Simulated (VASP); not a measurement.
# Settings for Si: RPA pressure from two volumes

Si, Fd-3m (no. 227), 2 atoms in the cell. PBE, RPA total energies; PAW potentials Si_GW (PBE set). VASP 6.6.1.

Wanted: pressure from correlation alone within 0.3 GPa.

Long-wave limit: k.p perturbation theory (LOPTICS); k mesh of the exchange step: 6 × 6 × 6; Volumes (share of the given one): 0.97, 1.03.

## k mesh of the correlation step

| k mesh of the correlation step | Pressure from correlation alone (GPa) | Time (s) |
|---|---|---|
| 2x2x2 | 1.79 | 43 |
| 3x3x3 | -1.99 | 43 |
| 4x4x4 | -2.79 | 62 |
| 5x5x5 | -2.64 | 88 |
| 6x6x6 (reference) | -2.74 | 178 |

## Question

The rows run from the loosest to the tightest. For each series: choose the loosest value from which every tighter one stays within half of the tolerance.

## Answer

- k mesh of the correlation step: 4x4x4

## The input

INCAR.step1:
```
ISMEAR = 0
SIGMA = 0.05
EDIFF = 1E-8
PREC = Accurate
LASPH = T
LREAL = F
LCHARG = F
ENCUT = 200
GGA = PE
LWAVE = T
ALGO = Normal
KPAR = 8
```

INCAR.step2:
```
ISMEAR = 0
SIGMA = 0.05
EDIFF = 1E-8
PREC = Accurate
LASPH = T
LREAL = F
LCHARG = F
ENCUT = 200
GGA = PE
ALGO = Eigenval
NELM = 1
LWAVE = F
PRECFOCK = Fast
LHFCALC = T
AEXX = 1.0
ALDAC = 0.0
AGGAC = 0.0
HFRCUT = -1
KPAR = 8
```

INCAR.step3:
```
ISMEAR = 0
SIGMA = 0.05
EDIFF = 1E-8
PREC = Accurate
LASPH = T
LREAL = F
LCHARG = F
ENCUT = 200
GGA = PE
ALGO = ACFDT
NOMEGA = 12
LWAVE = F
PRECFOCK = Fast
LOPTICS = T
```

KPOINTS.step1:
```
k-points
0
Gamma
  6 6 6
```

KPOINTS.step3:
```
Automatic mesh
0
Gamma
  4 4 4
  0 0 0
```

POSCAR.step1:
```
Si
1.0
    0.0000000000      2.6943558603      2.6943558603
    2.6943558603      0.0000000000      2.6943558603
    2.6943558603      2.6943558603      0.0000000000
Si
2
Direct
    0.5000000000      0.5000000000      0.5000000000
    0.7500000000      0.7500000000      0.7500000000
```

POSCAR.step4:
```
Si
1.0
    0.0000000000      2.7488019609      2.7488019609
    2.7488019609      0.0000000000      2.7488019609
    2.7488019609      2.7488019609      0.0000000000
Si
2
Direct
    0.5000000000      0.5000000000      0.5000000000
    0.7500000000      0.7500000000      0.7500000000
```

Commands (each step's output is kept before the next begins):
```
cat potpaw_PBE.64/Si_GW/POTCAR > POTCAR
cp INCAR.step1 INCAR
cp KPOINTS.step1 KPOINTS
cp POSCAR.step1 POSCAR
mpirun -np 8 vasp_std > vasp.out
cp INCAR.step2 INCAR
mpirun -np 8 vasp_std > vasp.out
rm WAVECAR CHG
cp INCAR.step3 INCAR
cp KPOINTS.step3 KPOINTS
mpirun -np 8 vasp_std > vasp.out
rm WAVECAR CHG WAVEDER
cp INCAR.step1 INCAR
cp KPOINTS.step1 KPOINTS
cp POSCAR.step4 POSCAR
mpirun -np 8 vasp_std > vasp.out
cp INCAR.step2 INCAR
mpirun -np 8 vasp_std > vasp.out
rm WAVECAR CHG
cp INCAR.step3 INCAR
cp KPOINTS.step3 KPOINTS
mpirun -np 8 vasp_std > vasp.out
```

Limits: The plane-wave cutoff lies under the usual one for these potentials, so absolute numbers hold a basis-set error.

The chosen input took VASP 6.6.1 62 s on 8 cores (Intel Xeon Platinum 8259CL @ 2.50GHz (Skylake/Cascade Lake)), a shared host.
